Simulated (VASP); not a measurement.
Wanted: the native input for a VASP 6.6.1 run.

- Task: single point
- Functional: PBE
- Potentials or basis: VASP PAW PBE potentials, release 64 (O_GW, C_GW)
- Cutoff: 550 eV
- k mesh: 6 × 6 × 6
- Occupations: gaussian, width 0.02 eV
- Spin: no spin polarisation
- Further INCAR settings: ALGO = Fast; EDIFF = 1e-07

The structure of CO2 lies in POSCAR:

```
CO2
4.2272
    1.000003025643      0.000000000000      0.000000000000
    0.000000000000      1.000003025643      0.000000000000
    0.000000000000      0.000000000000      1.108954293622
O C
4 2
Direct
    0.8048268600      0.8048268600      0.0000000000
    0.1951731400      0.1951731400      0.0000000000
    0.6951731400      0.3048268600      0.5000000000
    0.3048268600      0.6951731400      0.5000000000
    0.0000000000      0.0000000000      0.0000000000
    0.5000000000      0.5000000000      0.5000000000
```

The cell comes from a database or a generator and needn't be the stable form of this composition.

The input as run:

INCAR

```
SYSTEM = CO2
PREC     = Accurate       ! precision mode
ENCUT    = 550            ! plane-wave cutoff, eV
EDIFF    = 1E-7           ! SCF threshold, eV
ISMEAR   = 0              ! smearing method
SIGMA    = 0.02           ! smearing width, eV
LREAL    = .FALSE.        ! projectors in reciprocal space
LASPH    = .TRUE.         ! aspherical terms in the spheres
NELM     = 100            ! most SCF steps
ALGO     = Fast           ! electronic algorithm
ISIF     = 2              ! what is computed and relaxed
LWAVE    = .FALSE.        ! write WAVECAR
LCHARG   = .FALSE.        ! write CHGCAR
GGA      = PE             ! functional
```

KPOINTS

```
Automatic mesh
0
G
  6 6 6
  0 0 0
```

Potentials or basis: VASP PAW PBE potentials, release 64 (O_GW, C_GW).

Command:

```bash
$ cat potpaw_PBE.64/O_GW/POTCAR potpaw_PBE.64/C_GW/POTCAR > POTCAR
$ mpirun -np 1 vasp_std > vasp.out
```

Results of the run:

```json
{
 "Pressure": "3.1 GPa",
 "Largest force": "0.440 eV/Å",
 "Band gap on the k mesh": "6.58 eV, indirect (least direct gap 7.05 eV)"
}
```

Caveat: the standard files for N, O and F lose accuracy on very short bonds.

Run time: 44 s on 1 thread of AMD EPYC 9R45 96-Core Processor (Zen 5), with other jobs on the host, peak memory 0.18 GiB.
